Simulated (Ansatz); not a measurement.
**CsI: properties at the relaxed cell**

An exercise on one series of results from a longer session: the logs are not shown, and one member is left open.

Program: Ansatz 0.2.0. Level of theory: DFT PBE, scalar-relativistic, plane waves, PAW. These are calculated values, not measurements.

1 further run of the same task is left out (set aside as unsound or not needed).

### Starting point

The structure is cubic, space group Pm-3m (No. 221). Conventional cell: a = 4.666 Å, b = 4.666 Å, c = 4.666 Å, α = 90.00°, β = 90.00°, γ = 90.00°. Cs (site symmetry m-3m) is surrounded by 8 I at 4.04 Å. I (site symmetry m-3m) has 8 Cs at 4.04 Å as nearest neighbours.

As a file:

```cif
data_structure
_symmetry_space_group_name_H-M 'P 1'
_symmetry_Int_Tables_number 1
_cell_length_a 4.6660
_cell_length_b 4.6660
_cell_length_c 4.6660
_cell_angle_alpha 90.000
_cell_angle_beta 90.000
_cell_angle_gamma 90.000
_cell_volume 101.59
loop_
_atom_site_label
_atom_site_type_symbol
_atom_site_fract_x
_atom_site_fract_y
_atom_site_fract_z
_atom_site_occupancy
Cs1 Cs 0.00000 0.00000 0.00000 1
I1 I 0.50000 0.50000 0.50000 1
```

This cell was relaxed beforehand with the same method: volume 50.79 Å³/atom, gap on the mesh 3.69 eV.

The first run:

input.yaml reads:

```yaml
crystal:
  lattice:
    - [4.6660143501, 0.0, 0.0]
    - [0.0, 4.6660143501, 0.0]
    - [0.0, 0.0, 4.6660143501]
  atoms:
    - { symbol: Cs, position: [0.0, 0.0, 0.0] }
    - { symbol: I, position: [0.5, 0.5, 0.5] }
basis:
  ecutwfc: 420
kpoints:
  mp_grid: { grid: [6, 6, 6] }
hamiltonian:
  xc: pbesol
scf:
  occupations: { method: gaussian, width: 0.02 }
output:
  forces: true
  stress: true
  eigenvalues: true
relax:
  adjacent_minimum: "off"
  f_tol: 0.005
  max_steps: 50
  cell: { stress_tol: 0.05 }
```

Command:

```sh
> ansatz run input.yaml --threads 1 --pin off --max-ram 2560MiB --backend cpu --events-out ev --progress --plain --runs-dir out
```

Steps of the session up to this table: The cell under PBEsol; Relaxing with PBE+D3(BJ); The cell under LDA; The cell under r2SCAN.

One table of the session follows, with a row left open; its other results are not shown here.

It belongs to the step «One structure, several functionals». 

| functional | a (Å) | b (Å) | c (Å) | volume (Å³/atom) | gap on the mesh (eV) |
| --- | --- | --- | --- | --- | --- |
| PBE | 4.666 | 4.666 | 4.666 | 50.79 | 3.69 |
| PBEsol | 4.507 | 4.507 | 4.507 | 45.77 | 3.85 |
| PBE+D3(BJ) | 4.560 | 4.560 | 4.560 | 47.42 | 3.90 |
| LDA | ? | ? | ? | ? | ? |
| r2SCAN | 4.608 | 4.608 | 4.608 | 48.92 | 4.52 |

**Question.** Estimate the row for LDA.

As computed: a (Å): 4.402; b (Å): 4.402; c (Å): 4.402; volume (Å³/atom): 42.66; gap on the mesh (eV): 3.81. In the column «a (Å)» it is the lowest.
